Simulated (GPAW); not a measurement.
Here is a GPAW 26.7.0 calculation.

The input run.py:

```python
from ase import Atoms
from ase.dft.bandgap import bandgap
from ase.io import write
from ase.units import GPa
from gpaw import GPAW, PW

atoms = Atoms(['Pt'],
              cell=[[-1.58422, 1.58422, 1.58422],
                    [1.58422, -1.58422, 1.58422],
                    [1.58422, 1.58422, -1.58422]],
              scaled_positions=[[0.0, 0.0, 0.0]],
              pbc=True)

calc = GPAW(mode=PW(600),
            xc='LDA',
            kpts={'size': (12, 12, 12), 'gamma': True},
            occupations={'name': 'methfessel-paxton', 'order': 0, 'width': 0.05},
            nbands=17,
            convergence={'density': 1e-05, 'energy': 1e-05},
            maxiter=150,
            txt='gpaw.txt')
atoms.calc = calc
energy = atoms.get_potential_energy()
forces = atoms.get_forces()
stress = atoms.get_stress()
calc.write('gs.gpw')
write('result.traj', atoms)
print(f'Energy: {energy:.6f} eV')
print('Forces (eV/A):')
print(forces.round(4))
print('Stress (GPa):', (stress / GPa).round(3))
print('Fermi level:', round(calc.get_fermi_level(), 4), 'eV')
print(f'Gap: {bandgap(calc)[0]:.4f} eV, direct: {bandgap(calc, direct=True)[0]:.4f} eV')
```

Potentials or basis: the program's PAW data sets (release 1.2.1) made for this functional, pw.

The run is started by

```bash
$ OMP_NUM_THREADS=1 python run.py
```

Question: Predict the band gap on the k mesh.

Answer: None (metal or under the smearing width).

Question: What does it give for the pressure?

Answer: -17.0 GPa.

Caveat: so large a pressure means that the cell lies far from this level's equilibrium, or that cutoff or potentials fall short. The run has no spin-orbit coupling, so splittings on Pt are missing.
